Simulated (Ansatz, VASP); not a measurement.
## Na5H: VASP beside Ansatz

```xyz
6
Lattice="6.5916 0.0000 0.0000 -3.2958 5.7085 0.0000 0.0000 0.0000 6.0150" Properties=species:S:1:pos:R:3 pbc="T T T"
Na   -1.6479    2.8542    3.0075
Na    0.0000    3.8057    0.0000
Na    3.2958    1.9028    0.0000
Na    3.2958    0.0000    3.0075
Na    1.6479    2.8542    3.0075
H     0.0000    0.0000    0.0000
```

Change from the starting cell: species swapped into the TbCu5 type (P6/mmm, No. 191).

Alike in both runs: functional PBE; k mesh 6 × 6 × 4; occupations gaussian, width 0.1 eV; no spin polarisation.

Ansatz relaxed the structure, and its values are those at the end. VASP's run is a single point on that final structure, the one shown.

|  | VASP | Ansatz |
| --- | --- | --- |
| version | VASP 6.6.1 | Ansatz 0.2.0 |
| potentials or method | VASP PAW PBE potentials, release 64 (Na_pv, H) | scalar-relativistic, plane waves, PAW |
| plane-wave cutoff (eV) | 520 | 420 |
| valence electrons in the cell | 36 | 46 |

|  | VASP | Ansatz | Ansatz less VASP |
| --- | --- | --- | --- |
| gap on the k mesh at the Fermi level (eV) | none | none | - |
| pressure (GPa) | 0.1 | 0.1 | +0.01 |

A gap of «none» marks a metal or a gap that the smearing closes. The functional is the same, so the differences come from potentials, cutoffs and numerics. The two sets of potentials don't hold the same shells in valence.
